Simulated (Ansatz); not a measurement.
# Os(0001) with 2 layers of random Os-Ru, 2x2: scattering by chemical disorder

Aim: the residual resistivity of a random alloy, from Os(0001) with 2 layers of random Os-Ru, 2x2 and longer regions.

Calculated with Ansatz 0.2.0; Ansatz plane-wave DFT, PBE, PAW files; ballistic transport by layer matching (Landauer), zero bias; PAW set soft_1.

## 1. The structure

The cell holds 48 atoms: 46 Os and 2 Ru. Its edges and angles: a = 5.468 Å, b = 5.468 Å, c = 25.918 Å, α = 90.0°, β = 90.0°, γ = 120.0°. It derives from Os. Regions: lead, 40 atoms (40 Os); scattering region, 8 atoms (6 Os and 2 Ru). The structure is stacked along c, and the current runs across the ab planes.

## 2. With 2 alloy layers

In 2 layers a share of 0.25 of the sites is given to Ru at random. The layers about the cell's end stay perfect and serve as the lead. Energies from -0.05 to 0.05 eV in steps of 0.05 eV are too few for the program's thermal sum, so it prints no conductance; for a metal the transmission near the Fermi level serves, at a fraction of the cost.

The input, input.yaml:

```yaml
crystal:
  lattice:
    - [5.4682, 0.0, 0.0]
    - [-2.7341, 4.735600113, 0.0]
    - [0.0, 0.0, 25.9182]
  atoms:
    - { symbol: Os, position: [0.1666666667, 0.3333333333, 0.0416666667] }
    - { symbol: Os, position: [0.1666666667, 0.8333333333, 0.0416666667] }
    - { symbol: Os, position: [0.6666666667, 0.3333333333, 0.0416666667] }
    - { symbol: Os, position: [0.6666666667, 0.8333333333, 0.0416666667] }
    - { symbol: Os, position: [0.3333333333, 0.1666666667, 0.125] }
    - { symbol: Os, position: [0.3333333333, 0.6666666667, 0.125] }
    - { symbol: Os, position: [0.8333333333, 0.1666666667, 0.125] }
    - { symbol: Os, position: [0.8333333333, 0.6666666667, 0.125] }
    - { symbol: Os, position: [0.1666666667, 0.3333333333, 0.2083333333] }
    - { symbol: Os, position: [0.1666666667, 0.8333333333, 0.2083333333] }
    - { symbol: Os, position: [0.6666666667, 0.3333333333, 0.2083333333] }
    - { symbol: Os, position: [0.6666666667, 0.8333333333, 0.2083333333] }
    - { symbol: Os, position: [0.3333333333, 0.1666666667, 0.2916666667] }
    - { symbol: Os, position: [0.3333333333, 0.6666666667, 0.2916666667] }
    - { symbol: Os, position: [0.8333333333, 0.1666666667, 0.2916666667] }
    - { symbol: Os, position: [0.8333333333, 0.6666666667, 0.2916666667] }
    - { symbol: Os, position: [0.1666666667, 0.3333333333, 0.375] }
    - { symbol: Os, position: [0.1666666667, 0.8333333333, 0.375] }
    - { symbol: Os, position: [0.6666666667, 0.3333333333, 0.375] }
    - { symbol: Os, position: [0.6666666667, 0.8333333333, 0.375] }
    - { symbol: Os, position: [0.3333333333, 0.1666666667, 0.4583333333] }
    - { symbol: Os, position: [0.3333333333, 0.6666666667, 0.4583333333] }
    - { symbol: Os, position: [0.8333333333, 0.1666666667, 0.4583333333] }
    - { symbol: Os, position: [0.8333333333, 0.6666666667, 0.4583333333] }
    - { symbol: Os, position: [0.1666666667, 0.3333333333, 0.5416666667] }
    - { symbol: Os, position: [0.1666666667, 0.8333333333, 0.5416666667] }
    - { symbol: Ru, position: [0.6666666667, 0.3333333333, 0.5416666667] }
    - { symbol: Ru, position: [0.6666666667, 0.8333333333, 0.5416666667] }
    - { symbol: Os, position: [0.3333333333, 0.1666666667, 0.625] }
    - { symbol: Os, position: [0.3333333333, 0.6666666667, 0.625] }
    - { symbol: Os, position: [0.8333333333, 0.1666666667, 0.625] }
    - { symbol: Os, position: [0.8333333333, 0.6666666667, 0.625] }
    - { symbol: Os, position: [0.1666666667, 0.3333333333, 0.7083333333] }
    - { symbol: Os, position: [0.1666666667, 0.8333333333, 0.7083333333] }
    - { symbol: Os, position: [0.6666666667, 0.3333333333, 0.7083333333] }
    - { symbol: Os, position: [0.6666666667, 0.8333333333, 0.7083333333] }
    - { symbol: Os, position: [0.3333333333, 0.1666666667, 0.7916666667] }
    - { symbol: Os, position: [0.3333333333, 0.6666666667, 0.7916666667] }
    - { symbol: Os, position: [0.8333333333, 0.1666666667, 0.7916666667] }
    - { symbol: Os, position: [0.8333333333, 0.6666666667, 0.7916666667] }
    - { symbol: Os, position: [0.1666666667, 0.3333333333, 0.875] }
    - { symbol: Os, position: [0.1666666667, 0.8333333333, 0.875] }
    - { symbol: Os, position: [0.6666666667, 0.3333333333, 0.875] }
    - { symbol: Os, position: [0.6666666667, 0.8333333333, 0.875] }
    - { symbol: Os, position: [0.3333333333, 0.1666666667, 0.9583333333] }
    - { symbol: Os, position: [0.3333333333, 0.6666666667, 0.9583333333] }
    - { symbol: Os, position: [0.8333333333, 0.1666666667, 0.9583333333] }
    - { symbol: Os, position: [0.8333333333, 0.6666666667, 0.9583333333] }
kpoints:
  mp_grid: { grid: [5, 5, 1] }
hamiltonian:
  xc: pbe
  pseudopotentials: { kind: paw, azcp: { folder: soft_1 } }
scf:
  occupations: { method: fermi_dirac, width: 0.1 }
output:
  transmission:
    leads: [[0, 8]]
    kmesh: [10, 10]
    e_range: [-0.05, 0.05]
    de: 0.05
  write_potential: true
  write_density: true
  volumetric_format: npy
```

Command:

```
$ ansatz run input.yaml --threads 4 --pin off --max-ram 15360MiB --backend cpu --events-out ev --progress --plain --runs-dir out
```

Numbers of over 12 decimals in the logs are rounded to 6 here.

Log:

```text
Engine: ansatz 0.2.0, aarch64-unknown-linux-gnu
Pseudopotentials: kind: paw
Pseudopotential: Os, paw, valence charge 16, recommended cutoff 420 eV (normal), soft_1/Os.paw.azcp
Pseudopotential: Ru, paw, valence charge 16, recommended cutoff 420 eV (normal), soft_1/Ru.paw.azcp
Functional definition: PBE
  parameter kappa = 0.804
  parameter beta = 0.066725
  exchange = pbe_x(kappa = kappa, mu = beta*pi^2/3)
  correlation = pbe_c(beta = beta)
Crystal: 48 atoms, lattice volume = 671.157 Å³
Basis set: ecut = 420 eV, 13017 PW (Γ)
Bands: 461, of which v1, the nominal top of the filled ones, is band 384 counted from 1 (383 counted from 0)
Symmetry: 8 space group operations
Space group: Pmm2 (ITA 25), of the structure as read, at distance tolerance 8.8e-5 Å
k-points: 9 of 25 (time reversal used)
Non-local potential: Os, projectors of the file, l = 0: 3, l = 1: 2, l = 2: 2, l = 3: 1
Non-local potential: Ru, projectors of the file, l = 0: 3, l = 1: 2, l = 2: 2, l = 3: 1
PAW form: soft (Blöchl's): semilocal exchange-correlation on the pseudo side does not see the compensation charge
PAW one-centre angular grid: Os, 590 points (default); XC on 64 Gauss nodes
PAW one-centre angular grid: Ru, 590 points (default); XC on 64 Gauss nodes
Initial density: superposition of atomic densities (chi_scale 0.1, normalization cell)
Initial wavefunctions: pseudopotential atomic-orbital guess
Functional: x = pbe(κ = 0.804, μ = 0.219515), c = pbe(β = 0.066725)
SCF iter   1: F=—  HF=-535519.591780 eV  |F-HF|=—  |Δ(HF+E_count)|=         —  Δρ=7.55e-2  dr2=5.98e1  ethr=3.10e-3  ⟨swp⟩=5.2  Hψ=13635  notcnv=0  defer=7
preconditioner: auto → Kerker (q_TF=auto, 2.790 Å⁻¹)  [metal: Δε(μ)=0.103 eV  Ē_g=6.221 eV  σ=0.100 eV  W_gap=0.25  n_scr=268 (ndim 8)  ℏωp=28.1 eV  f_vac=0.000  D(μ)=31.35/eV (n_scr^D=292)]
SCF iter   2: F=—  HF=-535511.978544 eV  |F-HF|=—  |Δ(HF+E_count)|=    7.61e0  Δρ=4.00e-2  dr2=1.60e1  ethr=3.10e-3  ⟨swp⟩=2.0  Hψ=7200  notcnv=0  defer=46
SCF iter   3: F=—  HF=-535509.587704 eV  |F-HF|=—  |Δ(HF+E_count)|=    2.39e0  Δρ=5.13e-3  dr2=2.36e-1  ethr=2.08e-3  ⟨swp⟩=2.2  Hψ=6254  notcnv=0  defer=46
SCF iter   4: F=—  HF=-535509.587063 eV  |F-HF|=—  |Δ(HF+E_count)|=   6.41e-4  Δρ=1.37e-3  dr2=2.94e-2  ethr=3.07e-5  ⟨swp⟩=2.0  Hψ=7610  notcnv=0  defer=46
SCF iter   5: F=—  HF=-535509.585326 eV  |F-HF|=—  |Δ(HF+E_count)|=   1.74e-3  Δρ=2.01e-4  dr2=1.52e-3  ethr=3.82e-6  ⟨swp⟩=2.0  Hψ=4713  notcnv=0  defer=46
SCF iter   6: F=—  HF=-535509.585255 eV  |F-HF|=—  |Δ(HF+E_count)|=   7.10e-5  Δρ=6.41e-5  dr2=2.90e-4  ethr=1.98e-7  ⟨swp⟩=1.6  Hψ=4246  notcnv=0  defer=46
SCF iter   7: F=—  HF=-535509.585239 eV  |F-HF|=—  |Δ(HF+E_count)|=   1.58e-5  Δρ=2.02e-5  dr2=2.00e-5  ethr=3.78e-8  ⟨swp⟩=1.0  Hψ=4103  notcnv=0  defer=46
SCF iter   8: F=—  HF=-535509.586604 eV  |F-HF|=—  |Δ(HF+E_count)|=   1.36e-3  Δρ=2.82e-6  dr2=3.84e-7  ethr=2.60e-9  ⟨swp⟩=1.1  Hψ=4104  notcnv=0  defer=46
SCF iter   9: F=-535509.586604 eV  HF=-535509.586604 eV  |F-HF|=4.33e-8  |Δ(HF+E_count)|=   8.15e-9  Δρ=9.73e-7  dr2=4.50e-8  ethr=1.30e-11  ⟨swp⟩=7.7  Hψ=8324  notcnv=0
SCF 1 converged in 9 iterations: F = -535509.586604 eV  dr2 = 4.50e-8
  greatest PAW one-centre occupation: 1.000 electrons in one spin orbital (limit 2), on the Os atom at site 29 (counted from 0), in its partial waves of l = 0
transmission: 152 of 1488 steps passed
transmission: 299 of 1488 steps passed
[...]
transmission: 1488 of 1488 steps passed
SCF converged after 9 iterations
Free energy (F): -535509.586604 eV
Harris-Foulkes:  -535509.586604 eV  (|F-HF|=4.33e-8)
Internal energy: -535508.477053 eV  (E = F + TS)
E sigma→0 (E₀):  -535509.031828 eV
Entropy (-TS):   -1.109551 eV (-23.116 meV/atom)
Fermi energy:    25.899975 eV
--- Per-component energies (eV) ---
  E_band       = -3121.396581
  E_kinetic    = 23571.708991
  E_local      = -44484.211451  (includes V_loc(G=0)·N_el)
  E_nonlocal   = 9842.033477
  E_hartree    = 15890.153836
  E_xc         = -11110.362615
  E_vxc        = -11773.665988  (∫ρ·V_xc dr)
  E_paw        = -423171.893903  (= ΣΔE_a)
  E_vpaw       = -12057.594440  (= ΣTr[D̂ρ^β])
  E_aug_tail   = 0.021395  (compensation charges beyond the density's cutoff)
  E_ewald      = -106045.926784
  E_smearing   = -1.109551  (= −TS)
  E_closure    = 0.000000  (closes the sum)
  Σ components = -535509.586604   (vs F -535509.586604, Δ=0.00e0)
--- Band table (eV; the first three rows and the last of 9) ---
  k-point 0: bands = [... 380 lower, 26.6045, 26.6235, 26.6246, 26.6526, 26.6830, 26.7355, 26.7373, 26.7829, ... 73 higher]
  k-point 1: bands = [... 380 lower, 26.0330, 26.0432, 26.0486, 26.0721, 26.0736, 26.6773, 26.7264, 26.9039, ... 73 higher]
  k-point 2: bands = [... 380 lower, 25.4999, 25.6382, 25.6458, 25.6928, 25.7731, 25.7813, 25.8985, 26.0175, ... 73 higher]
  k-point 8: bands = [... 380 lower, 25.4135, 25.4791, 25.5029, 25.6361, 25.6634, 25.6670, 25.6910, 26.0324, ... 73 higher]
--- Transmission ---
  basis      : 223 plane waves across, 48 finite elements along
  points     : 31, standing for a mesh of 10 x 10
  energies   : 3 from -0.050000 to 0.050000 eV about the Fermi level, 0.050000 eV apart; the leads are filled to 0.000000 eV, and channels, transmission and decay are at 0.000000 eV
  crystal 0  : Os8, at the sites [0, 8], period 4.3197 Å, over 23.76 Å; its Hamiltonian steps by up to 2.5 meV
    offset         : up to 0.0000 Å between an atom of the period and one for which it stands
    channels       : 4.470000e0 a spin
    conductance    : none, the energies end too early or step too widely for 300 K: set another output.transmission.e_range or a lower de, or, where they end at an eighth of basis.ecutwfc, a higher one
  junction   : crystal 0 to crystal 0, 1.46 to 23.06 Å
    transmission   : 4.385186e0 a spin
    conductance    : none, the energies end too early or step too widely for 300 K: set another output.transmission.e_range or a lower de, or, where they end at an eighth of basis.ecutwfc, a higher one
```

Elapsed: 6.2 min, on 4 threads of Arm Neoverse V1, shared host; peak memory 6.1 GiB.

In the SCF lines HF is the Harris–Foulkes energy and dr2 the Hartree energy of the density residual, in eV; the loop may stop once dr2 is under the threshold and the program's other checks hold. Hψ counts applications of the Hamiltonian.

Numbers from this step:

| Quantity | Value |
| --- | --- |
| free energy | -535509.5866 eV |
| energy at zero smearing | -535509.0318 eV |
| Fermi energy | 25.90 eV |
| cell area | 25.90 Å² |
| transmission per spin nearest the Fermi level | 4.385 |
| open channels per spin nearest the Fermi level | 4.47 |
| step of the lead's potential | 2.5 meV |

Per spin. Table of transmission, zone mean by energy, zero at the Fermi level:

| energy (eV) | transmission, zone mean |
| --- | --- |
| -0.0500 | 4.61 |
| 0.0000 | 4.39 |
| 0.0500 | 4.47 |

Per spin. The open channels, zone mean, lead by energy, zero at the Fermi level:

| energy (eV) | open channels, zone mean, lead |
| --- | --- |
| -0.0500 | 4.74 |
| 0.0000 | 4.47 |
| 0.0500 | 4.55 |

Transmission over k1 and k2. At 0.0000 eV from the Fermi level.

Values, 10 rows by 10 columns:
```
 4.0  4.8  4.9  4.9  4.9  4.8  4.0  3.0  2.0  3.0
 3.0  4.9  4.9  4.9  4.9  4.9  4.9  3.0  2.0  2.0
 3.0  4.9  4.9  4.9  4.9  4.9  4.9  4.9  3.0  2.9
 3.9  4.9  4.9  4.9  6.8  6.8  4.9  4.9  4.9  3.9
 5.9  4.2  5.0  4.9  6.8 10.7  6.8  4.9  5.0  4.2
 3.9  3.9  4.9  4.9  4.9  6.8  6.8  4.9  4.9  4.9
 3.0  2.9  3.0  4.9  4.9  4.9  4.9  4.9  4.9  4.9
 3.0  2.0  2.0  3.0  4.9  4.9  4.9  4.9  4.9  4.9
 4.0  3.0  2.0  3.0  4.0  4.8  4.9  4.9  4.9  4.8
 2.0  4.0  3.0  3.0  4.0  2.0  4.0  3.0  3.0  4.0
```
Columns: k1 (b1) from -0.5 to 0.4; rows upwards: k2 (b2) from -0.5 to 0.4.

Open channels over k1 and k2. At 0.0000 eV from the Fermi level.

Ten even steps from '0' (2.0) to '9' (11.0):
```
2333332101
1333333100
1333333311
2333553332
4333595333
2233355333
1113333333
1001333333
2101233333
0211202112
```
Columns: k1 (b1) from -0.5 to 0.4; rows upwards: k2 (b2) from -0.5 to 0.4.

Over the solved energies the transmission per spin lies between 4.39 and 4.61, out of 4.59 channels of the lead on average (up to 4.74).

## 3. With 6 alloy layers

In 6 layers a share of 0.25 of the sites is given to Ru at random. A fresh draw is used; the growth of the resistance with length is what counts.

System of this step: Os(0001) with 6 layers of random Os-Ru, 2x2. The cell holds 64 atoms: 58 Os and 6 Ru. Cell: a = 5.468 Å, b = 5.468 Å, c = 34.558 Å, α = 90.0°, β = 90.0°, γ = 120.0°. It derives from Os. Regions: lead, 40 atoms (40 Os); scattering region, 24 atoms (18 Os and 6 Ru). The structure is stacked along c, and the current runs across the ab planes.

The input, input.yaml:

```yaml
crystal:
  lattice:
    - [5.4682, 0.0, 0.0]
    - [-2.7341, 4.735600113, 0.0]
    - [0.0, 0.0, 34.5576]
  atoms:
    - { symbol: Os, position: [0.1666666667, 0.3333333333, 0.03125] }
    - { symbol: Os, position: [0.1666666667, 0.8333333333, 0.03125] }
    - { symbol: Os, position: [0.6666666667, 0.3333333333, 0.03125] }
    - { symbol: Os, position: [0.6666666667, 0.8333333333, 0.03125] }
    - { symbol: Os, position: [0.3333333333, 0.1666666667, 0.09375] }
    - { symbol: Os, position: [0.3333333333, 0.6666666667, 0.09375] }
    - { symbol: Os, position: [0.8333333333, 0.1666666667, 0.09375] }
    - { symbol: Os, position: [0.8333333333, 0.6666666667, 0.09375] }
    - { symbol: Os, position: [0.1666666667, 0.3333333333, 0.15625] }
    - { symbol: Os, position: [0.1666666667, 0.8333333333, 0.15625] }
    - { symbol: Os, position: [0.6666666667, 0.3333333333, 0.15625] }
    - { symbol: Os, position: [0.6666666667, 0.8333333333, 0.15625] }
    - { symbol: Os, position: [0.3333333333, 0.1666666667, 0.21875] }
    - { symbol: Os, position: [0.3333333333, 0.6666666667, 0.21875] }
    - { symbol: Os, position: [0.8333333333, 0.1666666667, 0.21875] }
    - { symbol: Os, position: [0.8333333333, 0.6666666667, 0.21875] }
    - { symbol: Os, position: [0.1666666667, 0.3333333333, 0.28125] }
    - { symbol: Os, position: [0.1666666667, 0.8333333333, 0.28125] }
    - { symbol: Os, position: [0.6666666667, 0.3333333333, 0.28125] }
    - { symbol: Os, position: [0.6666666667, 0.8333333333, 0.28125] }
    - { symbol: Os, position: [0.3333333333, 0.1666666667, 0.34375] }
    - { symbol: Ru, position: [0.3333333333, 0.6666666667, 0.34375] }
    - { symbol: Os, position: [0.8333333333, 0.1666666667, 0.34375] }
    - { symbol: Os, position: [0.8333333333, 0.6666666667, 0.34375] }
    - { symbol: Os, position: [0.1666666667, 0.3333333333, 0.40625] }
    - { symbol: Os, position: [0.1666666667, 0.8333333333, 0.40625] }
    - { symbol: Os, position: [0.6666666667, 0.3333333333, 0.40625] }
    - { symbol: Os, position: [0.6666666667, 0.8333333333, 0.40625] }
    - { symbol: Ru, position: [0.3333333333, 0.1666666667, 0.46875] }
    - { symbol: Os, position: [0.3333333333, 0.6666666667, 0.46875] }
    - { symbol: Os, position: [0.8333333333, 0.1666666667, 0.46875] }
    - { symbol: Os, position: [0.8333333333, 0.6666666667, 0.46875] }
    - { symbol: Ru, position: [0.1666666667, 0.3333333333, 0.53125] }
    - { symbol: Ru, position: [0.1666666667, 0.8333333333, 0.53125] }
    - { symbol: Os, position: [0.6666666667, 0.3333333333, 0.53125] }
    - { symbol: Ru, position: [0.6666666667, 0.8333333333, 0.53125] }
    - { symbol: Ru, position: [0.3333333333, 0.1666666667, 0.59375] }
    - { symbol: Os, position: [0.3333333333, 0.6666666667, 0.59375] }
    - { symbol: Os, position: [0.8333333333, 0.1666666667, 0.59375] }
    - { symbol: Os, position: [0.8333333333, 0.6666666667, 0.59375] }
    - { symbol: Os, position: [0.1666666667, 0.3333333333, 0.65625] }
    - { symbol: Os, position: [0.1666666667, 0.8333333333, 0.65625] }
    - { symbol: Os, position: [0.6666666667, 0.3333333333, 0.65625] }
    - { symbol: Os, position: [0.6666666667, 0.8333333333, 0.65625] }
    - { symbol: Os, position: [0.3333333333, 0.1666666667, 0.71875] }
    - { symbol: Os, position: [0.3333333333, 0.6666666667, 0.71875] }
    - { symbol: Os, position: [0.8333333333, 0.1666666667, 0.71875] }
    - { symbol: Os, position: [0.8333333333, 0.6666666667, 0.71875] }
    - { symbol: Os, position: [0.1666666667, 0.3333333333, 0.78125] }
    - { symbol: Os, position: [0.1666666667, 0.8333333333, 0.78125] }
    - { symbol: Os, position: [0.6666666667, 0.3333333333, 0.78125] }
    - { symbol: Os, position: [0.6666666667, 0.8333333333, 0.78125] }
    - { symbol: Os, position: [0.3333333333, 0.1666666667, 0.84375] }
    - { symbol: Os, position: [0.3333333333, 0.6666666667, 0.84375] }
    - { symbol: Os, position: [0.8333333333, 0.1666666667, 0.84375] }
    - { symbol: Os, position: [0.8333333333, 0.6666666667, 0.84375] }
    - { symbol: Os, position: [0.1666666667, 0.3333333333, 0.90625] }
    - { symbol: Os, position: [0.1666666667, 0.8333333333, 0.90625] }
    - { symbol: Os, position: [0.6666666667, 0.3333333333, 0.90625] }
    - { symbol: Os, position: [0.6666666667, 0.8333333333, 0.90625] }
    - { symbol: Os, position: [0.3333333333, 0.1666666667, 0.96875] }
    - { symbol: Os, position: [0.3333333333, 0.6666666667, 0.96875] }
    - { symbol: Os, position: [0.8333333333, 0.1666666667, 0.96875] }
    - { symbol: Os, position: [0.8333333333, 0.6666666667, 0.96875] }
kpoints:
  mp_grid: { grid: [5, 5, 1] }
hamiltonian:
  xc: pbe
  pseudopotentials: { kind: paw, azcp: { folder: soft_1 } }
scf:
  occupations: { method: fermi_dirac, width: 0.1 }
output:
  transmission:
    leads: [[0, 8]]
    kmesh: [10, 10]
    e_range: [-0.05, 0.05]
    de: 0.05
  write_potential: true
  write_density: true
  volumetric_format: npy
```

Log:

```text
[...]
Crystal: 64 atoms, lattice volume = 894.876 Å³
Basis set: ecut = 420 eV, 17377 PW (Γ)
Bands: 615, of which v1, the nominal top of the filled ones, is band 512 counted from 1 (511 counted from 0)
Symmetry: 2 space group operations
[...]
k-points: 9 of 25 (time reversal used)
[...]
SCF iter   1: F=—  HF=-695673.096998 eV  |F-HF|=—  |Δ(HF+E_count)|=         —  Δρ=8.83e-2  dr2=1.69e2  ethr=3.10e-3  ⟨swp⟩=5.3  Hψ=18222  notcnv=0  defer=22
[...]
SCF iter  10: F=-695655.784677 eV  HF=-695655.784677 eV  |F-HF|=2.29e-8  |Δ(HF+E_count)|=   1.28e-8  Δρ=4.36e-7  dr2=2.37e-8  ethr=9.77e-12  ⟨swp⟩=7.8  Hψ=11334  notcnv=0
SCF 1 converged in 10 iterations: F = -695655.784677 eV  dr2 = 2.37e-8
[...]
transmission: 200 of 1984 steps passed
transmission: 398 of 1984 steps passed
[...]
transmission: 1984 of 1984 steps passed
SCF converged after 10 iterations
Free energy (F): -695655.784677 eV
[...]
Internal energy: -695654.192748 eV  (E = F + TS)
E sigma→0 (E₀):  -695654.988712 eV
Entropy (-TS):   -1.591930 eV (-24.874 meV/atom)
Fermi energy:    25.740667 eV
[...]
--- Band table (eV; the first three rows and the last of 9) ---
  k-point 0: bands = [... 508 lower, 26.5381, 26.5460, 26.5800, 26.5834, 26.6066, 26.6119, 26.6268, 26.7158, ... 99 higher]
  k-point 1: bands = [... 508 lower, 25.7557, 25.8872, 25.9141, 26.4229, 26.4380, 26.4556, 26.4871, 26.5020, ... 99 higher]
  k-point 2: bands = [... 508 lower, 25.4110, 25.5089, 25.5672, 25.5725, 25.6872, 25.7046, 25.7146, 25.7698, ... 99 higher]
  k-point 8: bands = [... 508 lower, 25.2782, 25.3393, 25.3468, 25.3596, 25.3727, 25.7311, 25.7440, 25.7569, ... 99 higher]
--- Transmission ---
  basis      : 223 plane waves across, 64 finite elements along
  points     : 31, standing for a mesh of 10 x 10
[...]
channels       : 4.550000e0 a spin
[...]
junction   : crystal 0 to crystal 0, -0.70 to 29.54 Å
    transmission   : 4.354544e0 a spin
[...]
```

Elapsed: 11 min, on 4 threads; peak memory 9.4 GiB; 42 min of CPU time.

Numbers from this step:

| Quantity | Value |
| --- | --- |
| free energy | -695655.7847 eV |
| energy at zero smearing | -695654.9887 eV |
| Fermi energy | 25.74 eV |
| transmission per spin nearest the Fermi level | 4.355 |
| open channels per spin nearest the Fermi level | 4.55 |
| step of the lead's potential | 3.7 meV |

Per spin. The transmission, zone mean by energy, zero at the Fermi level:

| energy (eV) | transmission, zone mean |
| --- | --- |
| -0.0500 | 4.26 |
| 0.0000 | 4.35 |
| 0.0500 | 4.34 |

Over the solved energies the transmission per spin lies between 4.26 and 4.35, out of 4.53 channels of the lead on average (up to 4.55).

(Continued in part 2 of 2.)

[Logs are printed without paths, hosts, clocks, repeated set-up lines and the standing remarks that a program may print on its own settings, such as how far it seeks lower states.]

[Hosts, paths, dates, database ids (printed as entryN), source tags and the programs' standing remarks are cut or masked in the printed files.]
